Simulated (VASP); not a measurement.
Input of a VASP 6.6.1 run:

Contents of INCAR:

```
PREC = Accurate
ENCUT = 600
EDIFF = 1E-6
ISMEAR = 0
SIGMA = 0.05
LREAL = F
LASPH = T
NELM = 100
ALGO = Normal
ISIF = 3
LWAVE = F
LCHARG = F
METAGGA = R2SCAN
LMIXTAU = T
LUSE_VDW = T
IVDW_NL = 2
BPARAM = 11.95
CPARAM = 0.0093
IBRION = 2
NSW = 60
EDIFFG = -0.01
```

The input KPOINTS:

```
Automatic mesh
0
Gamma
  7 7 7
```

File POSCAR:

```
SnTe
1.0
    3.9047000000      0.0000000000      0.0000000000
    0.0000000000      3.9047000000      0.0000000000
    0.0000000000      0.0000000000      3.9047000000
Te Sn
1 1
Direct
    0.5000000000      0.5000000000      0.5000000000
    0.0000000000      0.0000000000      0.0000000000
```

Potentials or basis: VASP PAW PBE potentials, release 64 (Te, Sn_d).

Command:

```sh
$ cat potpaw_PBE.64/Te/POTCAR potpaw_PBE.64/Sn_d/POTCAR > POTCAR
$ mpirun -np 1 vasp_std > vasp.out
```

(1) Predict the relaxed cell.

(2) Predict the band gap on the k mesh.

(3) Predict the relaxed volume.

Results:

(1) a = 3.823 Å, b = 3.823 Å, c = 3.823 Å, α = 90.00°, β = 90.00°, γ = 90.00°.

(2) none (metal or under the smearing width).

(3) 27.93 Å³/atom.

Caveat: the PAW data sets were made with another functional, which shifts forces and pressure a little; pairwise dispersion overbinds metals, which lowers pressure and volume.
